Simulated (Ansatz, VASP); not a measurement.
## Se in VASP and in Ansatz

Contents of INCAR:

```
SYSTEM = Se
ALGO = Normal
EDIFF = 1E-6
ENCUT = 520
GGA = PE
ISIF = 2
ISMEAR = 0
IVDW = 12
LASPH = .True.
LCHARG = .False.
LREAL = .False.
LWAVE = .False.
NBANDS = 16
NELM = 100
PREC = Accurate
SIGMA = 0.02
```

File KPOINTS:

```
k-points
0
Gamma
  9 9 6
  0 0 0
```

Contents of POSCAR:

```
Se
1.0
    4.3662000000      0.0000000000      0.0000000000
   -2.1831000000      3.7812401180      0.0000000000
    0.0000000000      0.0000000000      4.9536000000
Se
3
Direct
    0.2254000000      0.0000000000      0.3333333333
    0.0000000000      0.2254000000      0.6666666667
    0.7746000000      0.7746000000      0.0000000000
```

Input for Ansatz:

```yaml
crystal:
  lattice:
    - [4.3662, 0.0, 0.0]
    - [-2.1831, 3.781240118, 0.0]
    - [0.0, 0.0, 4.9536]
  atoms:
    - { symbol: Se, position: [0.2254, 0.0, 0.3333333333] }
    - { symbol: Se, position: [0.0, 0.2254, 0.6666666667] }
    - { symbol: Se, position: [0.7746, 0.7746, 0.0] }
basis:
  ecutwfc: 420
kpoints:
  mp_grid: { grid: [9, 9, 6] }
hamiltonian:
  xc: pbe
  dispersion: d3bj
scf:
  occupations: { method: gaussian, width: 0.02 }
output:
  forces: true
  stress: true
  eigenvalues: true
```

Alike in both runs: task single point; functional PBE; dispersion D3(BJ); k mesh 9 × 9 × 6; occupations gaussian, width 0.02 eV; no spin polarisation.

```csv
,VASP,Ansatz
version,VASP 6.6.1,Ansatz 0.2.0
potentials or method,"VASP PAW PBE potentials, release 64 (Se)","scalar-relativistic, plane waves, PAW"
plane-wave cutoff (eV),520,420
valence electrons in the cell,18,48
```

Ansatz gave:

* gap on the k mesh at the Fermi level (eV): 1.03
* least direct gap on the mesh (eV): 1.25
* pressure (GPa): 0.7
* largest component of the traceless stress (GPa): 1.24
* rms of the force components (eV/Å): 0.240

Q: Which values does VASP return?

A: gap on the k mesh at the Fermi level (eV): 1.02; least direct gap on the mesh (eV): 1.24; pressure (GPa): 0.9; largest component of the traceless stress (GPa): 1.29; rms of the force components (eV/Å): 0.259.

Atom by atom the forces differ by 0.019 eV/Å (rms over components). With one functional, cell and mesh, what is left measures potentials, basis and numerics. The two sets of potentials don't hold the same shells in valence.

Caveats: an odd mesh through Γ misses points on the zone boundary, where band edges often lie. Expect the measured gap to be larger: semilocal functionals such as PBE lack the derivative discontinuity.
